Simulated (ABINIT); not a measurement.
Crystal: Bi.

```xyz
1
Lattice="-1.9814 1.9814 1.9814 1.9814 -1.9814 1.9814 1.9814 1.9814 -1.9814" Properties=species:S:1:pos:R:3 pbc="T T T"
Bi    0.0000    0.0000    0.0000
```

This isn't the form of Bi at room conditions, which is rhombohedral.

Base run:

| Item | Value |
| --- | --- |
| Program | ABINIT 10.8.3 (patched build) |
| Functional | LDA |
| Potentials or basis | JTH PAW PBE v2.0 |
| Cutoff | 707 eV |
| k mesh | 9 × 9 × 9 |
| Occupations | fermi-dirac, width 0.05 eV |
| Spin | no spin polarisation |

Its results: band gap on the k mesh none (metal or under the smearing width); pressure -3.8 GPa.

Question: After a change of settings the same cell gave: band gap on the k mesh none (metal or under the smearing width); pressure 1.7 GPa. Which change was it?
A. functional from LDA to r2SCAN
B. functional from LDA to AM05
C. functional from LDA to RPBE
D. functional from LDA to PBE

Answer: C.

RPBE binds less tightly than LDA, so the same cell stands under more pressure.

Caveats: the PAW data sets were made with another functional, which shifts forces and pressure a little; spin-orbit coupling is left out, which moves the levels of the heavy elements.
